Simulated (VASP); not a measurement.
Wanted: the native input for a VASP 6.6.1 run.

```
Task                   : single point
Functional             : LDA
Potentials or basis    : VASP PAW LDA potentials, release 64 (Ce, O)
Cutoff                 : 520 eV
k mesh                 : 9 × 9 × 9
Occupations            : gaussian, width 0.05 eV
Spin                   : collinear spin, random start
Starting moments       : [-0.69, 0.0] μB
Hubbard terms          : Ce f U = 5 eV
Further INCAR settings : ALGO = Fast; EDIFF = 1e-07; NBANDS = 20
```

The structure of CeO lies in POSCAR:

```
CeO
1.0
    1.2318552300      0.7112119500      3.9303922000
   -1.2318552300      0.7112119500      3.9303922000
    0.0000000000     -1.4224239000      3.9303922000
Ce O
1 1
Direct
    0.5000000000      0.5000000000      0.5000000000
    0.0000000000      0.0000000000      0.0000000000
```

The cell comes from a database or a generator and needn't be the stable form of this composition.

One way to write it, as run:

INCAR

```
SYSTEM = CeO
ALGO     = Fast           ! electronic algorithm
EDIFF    = 1E-7           ! SCF threshold, eV
ENCUT    = 520            ! plane-wave cutoff, eV
GGA      = CA             ! functional
ISIF     = 2              ! what is computed and relaxed
ISMEAR   = 0              ! smearing method
ISPIN    = 2              ! spin polarisation
LASPH    = .TRUE.         ! aspherical terms in the spheres
LCHARG   = .FALSE.        ! write CHGCAR
LDAU     = .TRUE.         ! DFT+U
LDAUJ    = 0 0          
LDAUL    = 3 -1           ! shell
LDAUPRINT= 1            
LDAUTYPE = 2            
LDAUU    = 5 0            ! U, eV
LMAXMIX  = 6              ! l up to which the mixer works
LORBIT   = 11             ! projections on sites
LREAL    = .FALSE.        ! projectors in reciprocal space
LWAVE    = .FALSE.        ! write WAVECAR
MAGMOM   = -0.69 0        ! initial moments
NBANDS   = 20             ! bands
NELM     = 150            ! most SCF steps
PREC     = Accurate       ! precision mode
SIGMA    = 0.05           ! smearing width, eV
```

KPOINTS

```
k-points
0
G
  9 9 9
  0 0 0
```

Potentials or basis: VASP PAW LDA potentials, release 64 (Ce, O).

Launch:

```bash
$ cat potpaw_LDA.64/Ce/POTCAR potpaw_LDA.64/O/POTCAR > POTCAR
$ mpirun -np 1 vasp_std > vasp.out
```

It gave:

```json
{
  "Pressure": "144.0 GPa",
  "Band gap on the k mesh": "none (metal or under the smearing width)",
  "Net moment": "0.00 μB per cell",
  "Valence electrons inside the program's atomic spheres": "Ce 11.49; O 5.00"
}
```

Caveat: the magnetic or orbital state may not be the lowest; a pressure of tens of GPa on the cell as given is suspect, and the run, the potentials or the cell itself is likely at fault; spin-orbit coupling is left out, which moves the levels of the heavy elements.

Run time: 7.4 min on 1 thread of Intel(R) Xeon(R) Platinum 8488C (Sapphire Rapids), on a shared host, peak memory 0.24 GiB.
